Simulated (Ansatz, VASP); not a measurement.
# Sb in VASP and in Ansatz

INCAR

```
SYSTEM = Sb
ALGO     = Normal         ! electronic algorithm
EDIFF    = 1E-6           ! SCF threshold, eV
ENCUT    = 520            ! plane-wave cutoff, eV
GGA      = RE             ! functional
ISIF     = 2              ! what is computed and relaxed
ISMEAR   = -1             ! smearing method
LASPH    = .TRUE.         ! aspherical terms in the spheres
LCHARG   = .TRUE.         ! write CHGCAR
LELF     = .TRUE.         ! ELF
LREAL    = .FALSE.        ! projectors in reciprocal space
LVHAR    = .TRUE.       
LWAVE    = .FALSE.        ! write WAVECAR
NBANDS   = 12             ! bands
NELM     = 80             ! most SCF steps
PREC     = Accurate       ! precision mode
SIGMA    = 0.1            ! smearing width, eV
```

Contents of KPOINTS:

```
k-points
0
G
  12 12 7
  0 0 0
```

POSCAR

```
Sb
1.0
    3.2446910589      0.0000000000      0.0000000000
   -1.6223455295      2.8099848845      0.0000000000
    0.0000000000      0.0000000000      5.3751776848
Sb
2
Direct
    0.3333333333      0.6666666667      0.2500000000
    0.6666666667      0.3333333333      0.7500000000
```

Input for Ansatz:

```yaml
crystal:
  lattice:
    - [3.2446910589, 0.0, 0.0]
    - [-1.6223455295, 2.8099848845, 0.0]
    - [0.0, 0.0, 5.3751776848]
  atoms:
    - { symbol: Sb, position: [0.3333333333, 0.6666666667, 0.25] }
    - { symbol: Sb, position: [0.6666666667, 0.3333333333, 0.75] }
hamiltonian:
  xc: revpbe
  pseudopotentials:
    kind: paw
    azcp:
      Sb: "pseudopotentials/Sb.paw.azcp"
basis:
  ecutwfc: 420
  fft_grid_basis: typed
kpoints:
  mp_grid: { grid: [12, 12, 7], shift: [0, 0, 0] }
magnetization:
  spin_polarized: false
scf:
  occupations: { method: fermi_dirac, width: 0.1 }
  lower_state_search: "off"
output:
  stress: true
```

Alike in both runs: task single point; functional revPBE; k mesh 12 × 12 × 7; occupations fermi-dirac, width 0.1 eV; no spin polarisation.

```csv
,VASP,Ansatz
version,VASP 6.6.1,Ansatz 0.2.0
potentials or method,"VASP PAW PBE potentials, release 64 (Sb)","plane waves (420 eV) with PAW, scalar-relativistic"
plane-wave cutoff (eV),520,420
valence electrons in the cell,10,30
```

|  | VASP | Ansatz | Ansatz less VASP |
| --- | --- | --- | --- |
| pressure (GPa) | 9.6 | 9.8 | +0.21 |
| largest component of the traceless stress (GPa) | 1.37 | 1.36 | -0.018 |

With one functional, cell and mesh, what is left measures potentials, basis and numerics. The two sets of potentials don't hold the same shells in valence.

Caveats: the PAW data sets were made with another functional, which shifts forces and pressure a little (VASP). Spin-orbit coupling is left out, which matters for the levels of Sb.
